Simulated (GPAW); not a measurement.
Crystal: ZrS2.

```
CELL_PARAMETERS angstrom
3.69138 0.00000 0.00000
-1.84569 3.19683 0.00000
0.00000 0.00000 6.04108
ATOMIC_POSITIONS crystal
Zr 0.00000 0.00000 0.00000
S 0.33333 0.66667 0.23791
S 0.66667 0.33333 0.76209
```

The cell is a database's computed one.

```yaml
Program: GPAW 26.7.0
Task: relaxation of cell and atoms
Functional: RPBE
Dispersion: D3(BJ)
Potentials_or_basis: the program's PAW data sets (release 1.2.1) made for this functional
Cutoff: 600 eV
Basis: pw
k_mesh: 8 × 8 × 5
Occupations: fermi-dirac, width 0.05 eV
Spin: no spin polarisation
```

At the start: pressure -9.8 GPa; volume 23.76 Å³/atom.

Task: How do energy, volume and symmetry change on relaxing?

Result: Over 42 steps the energy falls by 186.9 meV/atom and the volume is 17.61 Å³/atom (-25.9 %); space group P-3m1 (No. 164, to 0.05 Å).

Step by step:
```tsv
step	energy change (eV)	largest force (eV/Å)	pressure (GPa)	volume (Å³)
1	0.0000	0.4554	-9.84	71.29
3	-0.1615	0.1637	-5.82	68.38
5	-0.2592	1.0956	1.47	63.67
7	-0.3378	0.9783	3.30	60.54
9	-0.3884	0.2121	-2.48	59.23
11	-0.3959	0.1291	-2.01	59.07
13	-0.4091	0.0384	-1.07	58.74
15	-0.4232	0.2256	-0.09	58.35
17	-0.4396	0.3506	0.37	58.00
19	-0.4645	0.3452	-0.16	57.72
21	-0.4958	0.1954	-1.63	57.36
23	-0.5292	0.0999	-2.27	56.22
25	-0.5553	0.1594	-0.20	53.75
27	-0.5513	0.0552	0.93	52.37
29	-0.5541	0.0048	0.44	52.50
31	-0.5569	0.0732	-0.14	52.68
33	-0.5591	0.0973	-0.41	52.79
35	-0.5607	0.0406	-0.12	52.80
37	-0.5605	0.0186	0.23	52.77
39	-0.5606	0.0121	0.18	52.78
41	-0.5607	0.0021	0.10	52.81
42	-0.5607	0.0032	0.05	52.82
```

Final structure:
```yaml
crystal:
  lattice:
    - [3.38663, 0.00000, 0.00000]
    - [-1.69331, 2.93290, 0.00000]
    - [0.00000, 0.00000, 5.31772]
  atoms:
    - { symbol: Zr, position: [0.00000, 0.00000, 0.00000] }
    - { symbol: S, position: [0.33333, 0.66667, 0.28808] }
    - { symbol: S, position: [0.66667, 0.33333, 0.71192] }
```

Caveat: later steps reuse the first step's grids; the volume moved by over 15 % at a fixed basis, so the end points are rough.
